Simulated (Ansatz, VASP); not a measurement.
## CoSi in VASP and in Ansatz

```
Co Si
1.0
     4.43079    0.00000    0.00000
     0.00000    4.43079    0.00000
     0.00000    0.00000    4.43079
Co Si
4 4
Direct
  0.14503 0.14503 0.14503
  0.35497 0.85497 0.64503
  0.64503 0.35497 0.85497
  0.85497 0.64503 0.35497
  0.84317 0.84317 0.84317
  0.65683 0.15683 0.34317
  0.34317 0.65683 0.15683
  0.15683 0.34317 0.65683
```

Alike in both runs: functional PBE; k mesh 8 × 8 × 8; occupations gaussian, width 0.05 eV; no spin polarisation.

Ansatz relaxed the structure, and its values are those at the end. VASP's run is a single point on that final structure, the one shown.

|  | VASP | Ansatz |
| --- | --- | --- |
| version | VASP 6.6.1 | Ansatz 0.2.0 |
| potentials or method | VASP PAW PBE potentials, release 64 (Co, Si) | scalar-relativistic, plane waves, PAW |
| plane-wave cutoff (eV) | 520 | 420 |
| valence electrons in the cell | 52 | 84 |

Ansatz gave:

* gap on the k mesh at the Fermi level (eV): none
* pressure (GPa): 0.0

Q: Estimate VASP's values.

A: gap on the k mesh at the Fermi level (eV): none; pressure (GPa): -0.1.

A gap of «none» marks a metal or a gap that the smearing closes. The functional is the same, so the differences come from potentials, cutoffs and numerics. The two sets of potentials don't hold the same shells in valence.

Spin polarisation is off, so any magnetic state and its effect on volume and gap are missing.
